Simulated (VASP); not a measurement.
# Se (P3_121) in VASP: a series of runs

The runs below take Se through dielectric tensor, with LDA.

Everything below comes from runs of VASP 6.6.1. Logs are shortened: lines on timing, memory, paths and dates and some standing lists are left out, and cuts for length are marked.

### Step 1. Starting point

Symmetry: P3_121, No. 152, trigonal system. The conventional cell has a = 4.366 Å, b = 4.366 Å, c = 4.954 Å, α = 90.00°, β = 90.00°, γ = 120.00°. Se (site symmetry 2) has 2 Se at 2.37 Å as nearest neighbours.

### Step 2. Dielectric tensor, LDA

The input, INCAR:

```
PREC = Accurate
ENCUT = 400
EDIFF = 1E-8
ISMEAR = 0
SIGMA = 0.01
LREAL = False
LASPH = True
NELM = 100
ALGO = Normal
ISIF = 2
LWAVE = False
LCHARG = False
LEPSILON = True
```

The input, KPOINTS:

```
regular mesh
0
Gamma
  6 6 4
```

The input, POSCAR:

```
Se
1.0
    4.3662000000      0.0000000000      0.0000000000
   -2.1831000000      3.7812401180      0.0000000000
    0.0000000000      0.0000000000      4.9536000000
Se
3
Direct
    0.7746000000      0.7746000000      0.0000000000
    0.0000000000      0.2254000000      0.6666666667
    0.2254000000      0.0000000000      0.3333333333
```

Potentials or basis: VASP PAW LDA potentials, release 64 (Se).

Command:

```bash
$ cat potpaw_LDA.64/Se/POTCAR > POTCAR
$ mpirun -np 1 vasp_std > vasp.out
```

OUTCAR:

```text
PREC = Accurate
   ENCUT = 400
   EDIFF = 1E-8
   ISMEAR = 0
   LREAL = False
   LASPH = True
   NELM = 100
   ISIF = 2
   LEPSILON = True

 Found     24 irreducible k-points:

 Following reciprocal coordinates:
            Coordinates               Weight
  0.000000  0.000000  0.000000      1.000000
  0.166667  0.000000  0.000000      6.000000
  0.333333  0.000000  0.000000      6.000000
  0.500000  0.000000  0.000000      3.000000
  0.166667  0.166667  0.000000      6.000000
  0.333333  0.166667  0.000000     12.000000
   k-points           NKPTS =     24   k-points in BZ     NKDIM =     24   number of bands    NBANDS=     13
   number of dos      NEDOS =    301   number of ions     NIONS =      3
   total plane-waves  NPLWV =  25088
   dimension x,y,z NGX =    28 NGY =   28 NGZ =   32
   dimension x,y,z NGXF=    56 NGYF=   56 NGZF=   64
   ions per type =               3
   NGX,Y,Z   is equivalent  to a cutoff of  10.66, 10.66, 10.74 a.u.
   NGXF,Y,Z  is equivalent  to a cutoff of  21.32, 21.32, 21.48 a.u.
 SYSTEM =  unknown system
   PREC   = accura    normal or accurate (medium, high low for compatibility)
   ISTART =      0    job   : 0-new  1-cont  2-samecut
   ICHARG =      2    charge: 1-file 2-atom 10-const
   ISPIN  =      1    spin polarized calculation?
   LNONCOLLINEAR =      F non collinear calculations
   LSORBIT =      F    spin-orbit coupling
   LASPH  =      T    aspherical Exc in radial PAW
   ENCUT  =  400.0 eV  29.40 Ry    5.42 a.u.   7.12  7.12  8.08*2*pi/ulx,y,z
   NELM   =    100;   NELMIN=  2; NELMDL= -5     # of ELM steps
   EDIFF  = 0.1E-07   stopping-criterion for ELM
   LREAL  =      F    real-space projection
   EDIFFG = 0.1E-06   stopping-criterion for IOM
   NSW    =      0    number of steps for IOM
   IBRION =     -1    ionic relax: 0-MD 1-quasi-New 2-CG
   NFREE  =      0    steps in history (QN), initial steepest desc. (CG)
   ISIF   =      2    stress and relaxation
   ISYM   =      2    0-nonsym 1-usesym 2-fastsym
   POTIM  = 0.5000    time-step for ionic-motion
   TEBEG  =    0.0;   TEEND  =   0.0 temperature during run
   PSTRESS=    0.0 pullay stress
   NELECT =      18.0000    total number of electrons
   NUPDOWN=      -1.0000    fix difference up-down
   EMIN   =  10.00;   EMAX   =-10.00  energy-range for DOS
   EFERMI =   0.00;   METHOD = LEGACY
   ISMEAR =     0;   SIGMA  =   0.01  broadening in eV -4-tet -1-fermi 0-gaus
   EFERMI_NEDOS =   21; number of points for ismear=-14 and -15
   IALGO  =     38    algorithm
   IMIX   =      4    mixing-type and parameters
     AMIX     =   0.40;   BMIX     =  1.00
     AMIX_MAG =   1.60;   BMIX_MAG =  1.00
  volume/ion in A,a.u.               =      27.26       183.96
  Fermi-wavevector in a.u.,A,eV,Ry     =   0.988430  1.867862 13.292817  0.976995
  Thomas-Fermi vector in A             =   2.119956
   LORBIT       =      0    0 simple, 1 ext, 2 COOP (PROOUT), +10 PAW based schemes
   GGA     = CA    functional components
   LHFCALC =     F    Hartree Fock is set to
   AEXX    =    0.0000 exact exchange contribution
   IVDW    =     0    specifies the selected vdW correction
   LEPSILON=     T    determine dielectric tensor
   LRPA    =     F    only Hartree local field effects (RPA)
 non-spin polarized calculation
 Gauss-broadening in eV      SIGMA  =   0.01
  energy-cutoff  :      400.00
  volume of cell :       81.78
 maximum number of plane-waves:      1512
   NGX = 15   NGY = 15   NGZ = 17

--------------------------------------- Ionic step        1  -------------------------------------------

 number of electron      18.0000001 magnetization

 E-fermi :   2.7315     XC(G=0):  -9.1837

 val. band max:        2.6683059556   @ k =   0.5000   0.0000   0.5000
 cond. band min:       3.5790818344   @ k =   0.3333   0.3333   0.5000
 fundamental gap:      0.9107758788
 Fermi energy:         2.7315215609

 k-point     1 :       0.0000    0.0000    0.0000
  band No.  band energies     occupation
      1     -13.2157      2.00000
      2      -9.0964      2.00000
      3      -9.0964      2.00000
      4      -1.1896      2.00000
      5      -1.1896      2.00000
      6      -1.1315      2.00000
      7       0.6120      2.00000
      8       0.6120      2.00000
      9       2.2636      2.00000
     10       4.4583      0.00000
     11       4.4583      0.00000
     12       4.7512      0.00000
     13       8.5475      0.00000

 k-point     2 :       0.1667    0.0000    0.0000
  band No.  band energies     occupation
      1     -13.1099      2.00000
      2      -9.1941      2.00000
      3      -9.0862      2.00000
      4      -1.8981      2.00000
      5      -1.5091      2.00000
      6      -0.9323      2.00000
      7       0.6495      2.00000
      8       1.0052      2.00000
      9       2.0558      2.00000
     10       4.3545      0.00000
     11       4.4639      0.00000
     12       5.0270      0.00000
     13       8.5396      0.00000

 k-point     3 :       0.3333    0.0000    0.0000
  band No.  band energies     occupation
      1     -12.8697      2.00000
      2      -9.4414      2.00000
      3      -9.0648      2.00000
      4      -2.4154      2.00000
      5      -1.9108      2.00000
      6      -0.9642      2.00000
      7       0.3278      2.00000
      8       0.9190      2.00000
      9       1.7494      2.00000
     10       4.4899      0.00000
     11       4.7405      0.00000
     12       5.9432      0.00000
     13       8.0799      0.00000

 k-point     4 :       0.5000    0.0000    0.0000
  band No.  band energies     occupation
      1     -12.7302      2.00000
      2      -9.5962      2.00000
      3      -9.0536      2.00000
      4      -2.5240      2.00000
      5      -2.0799      2.00000
      6      -0.8081      2.00000
      7      -0.2804      2.00000
      8       0.8692      2.00000
      9       1.6596      2.00000
     10       4.4938      0.00000
     11       4.9017      0.00000
     12       6.7175      0.00000
     13       7.7505      0.00000

 k-point     5 :       0.1667    0.1667    0.0000
  band No.  band energies     occupation
      1     -12.9346      2.00000
      2      -9.3360      2.00000
      3      -9.1082      2.00000
      4      -2.2486      2.00000
      5      -1.9873      2.00000
      6      -0.7949      2.00000
      7       0.4605      2.00000
      8       0.9572      2.00000
      9       1.6362      2.00000
     10       4.6725      0.00000
     11       4.8073      0.00000
     12       5.4665      0.00000
     13       8.2649      0.00000

 k-point     6 :       0.3333    0.1667    0.0000
  band No.  band energies     occupation
      1     -12.7335      2.00000
      2      -9.5017      2.00000
      3      -9.1544      2.00000
      4      -2.4431      2.00000
      5      -2.1958      2.00000
      6      -0.6733      2.00000
      7      -0.0492      2.00000
      8       0.5742      2.00000
      9       1.3223      2.00000
     10       4.8840      0.00000
     11       5.3916      0.00000
     12       6.2931      0.00000
     13       8.1892      0.00000

 [... further k-points ...]

  FORCE on cell =-STRESS in cart. coord.  units (eV):
  Direction    XX          YY          ZZ          XY          YZ          ZX
  --------------------------------------------------------------------------------------
  -------------------------------------------------------------------------------------
  Total       -0.8046600     -0.8046600     -0.0577347      0.0000000      0.0000000      0.0000000
  in kB      -15.7639188    -15.7639188     -1.1310673      0.0000000      0.0000000      0.0000000
  external PRESSURE =     -10.8863017 kB  Pullay stress =       0.0000000 kB

 VOLUME and BASIS-vectors are now :
 -----------------------------------------------------------------------------
  energy-cutoff  :      400.00
  volume of cell :       81.78
      direct lattice vectors                 reciprocal lattice vectors
     4.366200000  0.000000000  0.000000000     0.229032110  0.132231751  0.000000000
    -2.183100000  3.781240118  0.000000000     0.000000000  0.264463501  0.000000000
     0.000000000  0.000000000  4.953600000     0.000000000  0.000000000  0.201873385

 POSITION                                       TOTAL-FORCE (eV/Angst)
 -----------------------------------------------------------------------------------
      1.69103      2.92895      0.00000        -0.132384     -0.229297      0.000000
     -0.49207      0.85229      3.30240        -0.132384      0.229297     -0.000000
      0.98414      0.00000      1.65120         0.264769      0.000000      0.000000
 -----------------------------------------------------------------------------------
    total drift:                               -0.000000     -0.000000     -0.000000

  FREE ENERGIE OF THE ION-ELECTRON SYSTEM (eV)
  ---------------------------------------------------
  free  energy   TOTEN  =       -12.3216560768 eV

  energy  without entropy=      -12.3216560768  energy(sigma->0) =      -12.32165608

 HEAD OF MICROSCOPIC STATIC DIELECTRIC TENSOR (INDEPENDENT PARTICLE, excluding Hartree and local field effects)
 ------------------------------------------------------
          12.059832     0.000000     0.000000
          -0.000000    12.059832     0.000000
          -0.000000     0.000000    16.689067
 ------------------------------------------------------

 Free energy of the ion-electron system (eV)
  ---------------------------------------------------
  ---------------------------------------------------
  free energy    TOTEN  =        -2.24965717 eV

  energy without entropy =       -2.24965717

------------------------ aborting loop because EDIFF is reached ----------------------------------------

--------------------------------------- Ionic step        2  -------------------------------------------

------------------------ aborting loop because EDIFF is reached ----------------------------------------

--------------------------------------- Ionic step        3  -------------------------------------------

 Free energy of the ion-electron system (eV)
  ---------------------------------------------------
  ---------------------------------------------------
  free energy    TOTEN  =        -3.42469660 eV

  energy without entropy =       -3.42469660

------------------------ aborting loop because EDIFF is reached ----------------------------------------

 PIEZOELECTRIC TENSOR FIELD DIRECTION 3  (e Angst)
 -----------------------------------------------------------------------------
     0.00250  0.00000 -0.00000           ( -0.00000  0.00000 -0.00000)
    -0.00000  0.00250  0.00000           (  0.00000 -0.00000  0.00000)
     0.00000  0.00000 -0.00272           ( -0.00000  0.00000 -0.00000)

 PIEZOELECTRIC TENSOR FIELD DIRECTION 3  (C/m^2)
 -----------------------------------------------------------------------------
     0.00049  0.00000 -0.00000
    -0.00000  0.00049  0.00000
     0.00000  0.00000 -0.00053

 MACROSCOPIC STATIC DIELECTRIC TENSOR (including local field effects in DFT)
 ------------------------------------------------------
          10.527448     0.000000     0.000000
          -0.000000    10.527448     0.000000
          -0.000000     0.000000    15.426182
 ------------------------------------------------------

 PIEZOELECTRIC TENSOR (including local field effects)  for field in x, y, z        (e  Angst)
          XX          YY          ZZ          XY          YZ          ZX
  --------------------------------------------------------------------------------
  x    -1.77717     1.77717     0.00000     0.00000     0.20692     0.00000
  y     0.00000     0.00000     0.00000     1.77717    -0.00000    -0.20692
  z     0.00000     0.00000     0.00000    -0.00000     0.00000     0.00000

 PIEZOELECTRIC TENSOR (including local field effects)  for field in x, y, z        (C/m^2)
          XX          YY          ZZ          XY          YZ          ZX
  --------------------------------------------------------------------------------
  x    -0.34816     0.34816     0.00000     0.00000     0.04054     0.00000
  y     0.00000     0.00000     0.00000     0.34816    -0.00000    -0.04054
  z     0.00000     0.00000     0.00000    -0.00000     0.00000     0.00000

 BORN EFFECTIVE CHARGES (including local field effects) (in |e|, cummulative output)
 ---------------------------------------------------------------------------------
 ion    1
    1    -0.44200     0.76556     0.34876
    2     0.76556     0.44200    -0.20136
    3     0.71957    -0.41545    -0.00000
 ion    2
    1    -0.44200    -0.76556    -0.34876
    2    -0.76556     0.44200    -0.20136
    3    -0.71957    -0.41545    -0.00000
 ion    3
    1     0.88400     0.00000     0.00000
    2     0.00000    -0.88400     0.40271
    3     0.00000     0.83089    -0.00000
```

Wall time 1.9 min (1 thread of AMD EPYC 9R45 (Zen 5), shared host); peak memory 0.21 GiB.

These settings aren't checked as converged: the numbers below hold their error.

What came out:

| Property | Result |
| --- | --- |
| Band gap on the k mesh | 0.91 eV, indirect (least direct gap 1.13 eV) |
| Electronic dielectric tensor (diagonal) | 10.53, 10.53, 15.43 |
| Born charges (mean of the diagonal) | Se +0.00 e |

### Step 3. Dielectric tensor, LDA

Changes to INCAR since step 2:

```diff
@@ -1,3 +1,3 @@
 PREC = Accurate
-ENCUT = 400
+ENCUT = 460
 EDIFF = 1E-8
```

KPOINTS is that of step 2.

POSCAR is that of step 2.

Potentials or basis: VASP PAW LDA potentials, release 64 (Se).

Command:

```bash
$ cat potpaw_LDA.64/Se/POTCAR > POTCAR
$ mpirun -np 1 vasp_std > vasp.out
```

OUTCAR:

```text
PREC = Accurate
   ENCUT = 460
   EDIFF = 1E-8
   ISMEAR = 0
   LREAL = False
   LASPH = True
   NELM = 100
   ISIF = 2
   LEPSILON = True

 Found     24 irreducible k-points:

 Following reciprocal coordinates:
            Coordinates               Weight
  0.000000  0.000000  0.000000      1.000000
  0.166667  0.000000  0.000000      6.000000
  0.333333  0.000000  0.000000      6.000000
  0.500000  0.000000  0.000000      3.000000
  0.166667  0.166667  0.000000      6.000000
  0.333333  0.166667  0.000000     12.000000
   k-points           NKPTS =     24   k-points in BZ     NKDIM =     24   number of bands    NBANDS=     13
   number of dos      NEDOS =    301   number of ions     NIONS =      3
   total plane-waves  NPLWV =  36864
[... 240 lines left out ...]
 ------------------------------------------------------
          10.527159     0.000000    -0.000000
           0.000000    10.527159     0.000000
           0.000000     0.000000    15.425560
 ------------------------------------------------------

 PIEZOELECTRIC TENSOR (including local field effects)  for field in x, y, z        (e  Angst)
          XX          YY          ZZ          XY          YZ          ZX
  --------------------------------------------------------------------------------
  x    -1.77703     1.77703     0.00000     0.00000     0.20692     0.00000
  y     0.00000     0.00000     0.00000     1.77703     0.00000    -0.20692
  z     0.00000     0.00000     0.00000     0.00000     0.00000     0.00000

 PIEZOELECTRIC TENSOR (including local field effects)  for field in x, y, z        (C/m^2)
          XX          YY          ZZ          XY          YZ          ZX
  --------------------------------------------------------------------------------
  x    -0.34813     0.34813     0.00000     0.00000     0.04054     0.00000
  y     0.00000     0.00000     0.00000     0.34813     0.00000    -0.04054
  z     0.00000     0.00000     0.00000     0.00000     0.00000     0.00000

 BORN EFFECTIVE CHARGES (including local field effects) (in |e|, cummulative output)
 ---------------------------------------------------------------------------------
 ion    1
    1    -0.44199     0.76555     0.34874
    2     0.76555     0.44199    -0.20135
    3     0.71956    -0.41544     0.00000
 ion    2
    1    -0.44199    -0.76555    -0.34874
    2    -0.76555     0.44199    -0.20135
    3    -0.71956    -0.41544     0.00000
 ion    3
    1     0.88399     0.00000     0.00000
    2     0.00000    -0.88399     0.40269
    3    -0.00000     0.83087     0.00000
```

stdout:

```text
POSCAR found type information on POSCAR Se
 POSCAR found :  1 types and       3 ions
 scaLAPACK will be used
 LDA part: xc-table for (Slater(with rela. corr.)+CA(PZ))
 , standard interpolation
 POSCAR, INCAR and KPOINTS ok, starting setup
 FFT: planning ... GRIDC
 FFT: planning ... GRID_SOFT
 FFT: planning ... GRID
 WAVECAR not read
 entering main loop
 Linear response reoptimize wavefunctions to high precision
 Linear response G [H, r] |phi>, progress :
  Direction:   1
 Linear response G [H, r] |phi>, progress :
  Direction:   2
 Linear response G [H, r] |phi>, progress :
  Direction:   3
 Linear response to external field (no local field effect), progress :
  Direction:   1
 dielectric tensor                  component  1 :    12.699    -0.906     1.470
 Linear response to external field (no local field effect), progress :
  Direction:   2
 dielectric tensor                  component  2 :    -0.906    11.420    -1.294
 Linear response to external field (no local field effect), progress :
  Direction:   3
 dielectric tensor                  component  3 :     1.473    -1.293    16.688
 Linear response to external field, progress :
  Direction:   1
 dielectric tensor                  component  1 :    10.527    -0.537     0.758
 Linear response to external field, progress :
  Direction:   2
 dielectric tensor                  component  2 :    -0.000    10.527    -0.001
 Linear response to external field, progress :
  Direction:   3
 dielectric tensor                  component  3 :     1.256    -0.425    15.426
 Born effective charges drift removed
```

Wall time 2.9 min (1 thread of AMD EPYC 9R45 (Zen 5), shared host); peak memory 0.24 GiB.

These settings aren't checked as converged: the numbers below hold their error.

Results:

| Item | Value |
| --- | --- |
| Band gap on the k mesh | 0.91 eV, indirect (least direct gap 1.13 eV) |
| Electronic dielectric tensor (diagonal) | 10.53, 10.53, 15.43 |
| Born charges (mean of the diagonal) | Se +0.00 e |

### Step 4. For comparison

An earlier run on the cell as given: functional PBEsol; potentials or basis VASP PAW PBE potentials, release 64 (Se); cutoff 520 eV; k mesh 7 × 7 × 6; occupations fermi-dirac, width 0.05 eV; no spin polarisation.

- Pressure: 0.4 GPa
- Largest force: 0.333 eV/Å
- Band gap on the k mesh: 1.14 eV, indirect (least direct gap 1.43 eV)
